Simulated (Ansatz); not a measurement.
Start of a relaxation of Al₅Cu:

```yaml
crystal:
  lattice:
    - [2.77720, 0.00000, 0.00000]
    - [0.00000, 2.77720, 0.00000]
    - [0.00000, 0.00000, 11.78266]
  atoms:
    - { symbol: Al, position: [0.00000, 0.00000, 0.83333] }
    - { symbol: Al, position: [0.50000, 0.50000, 0.00000] }
    - { symbol: Al, position: [0.00000, 0.00000, 0.16667] }
    - { symbol: Al, position: [0.50000, 0.50000, 0.33333] }
    - { symbol: Al, position: [0.50000, 0.50000, 0.66667] }
    - { symbol: Cu, position: [0.00000, 0.00000, 0.50000] }
```

These are results of Ansatz, DFT PBE, scalar-relativistic, plane waves, PAW, not measurements. Cutoff 420 eV, Gaussian smearing, Γ-centred meshes. Cell and atoms relax first on a coarse mesh and then on a finer one. In between, the cell is made exact in the group found at 0.06 Å. In metals the finer mesh still leaves noise of several meV/atom or more. The steps can't lower the symmetry of their start. No spin polarisation.

A guess keeps its type if space group and coordination stay and the shape of the cell changes little (axis ratios within about 15 %, angles within 6°); the volume may change.

Task: Does it keep its structure type, or change into something else?

Result: It keeps its type. The symmetry stays P4/mmm (No. 123). The volume per atom grows by 2.7 %, from 15.1 to 15.6 Å³. The shortest distance goes from 2.78 Å (Al–Cu, Al–Al and Cu–Cu) to 2.62 Å (Al–Cu). The ratio c/a of the conventional cell changes by a factor of 0.97. Counting neighbours within 15 % of an atom's shortest distance, the start has Al 12, Cu 12 and the end Al 12, Cu 12.

Formation energies are uncorrected and refer to the elements' standard structures at the same level.

Task: At what energy does it end?

Result: −0.05 eV/atom. A negative formation energy is needed for stability but isn't enough: competing phases decide.

The last run used a 14×14×4 mesh (in the run's order of axes) for its 6-atom cell and Gaussian smearing of 0.10 eV. Symmetry constrained the relaxation, so the result can be a saddle point.
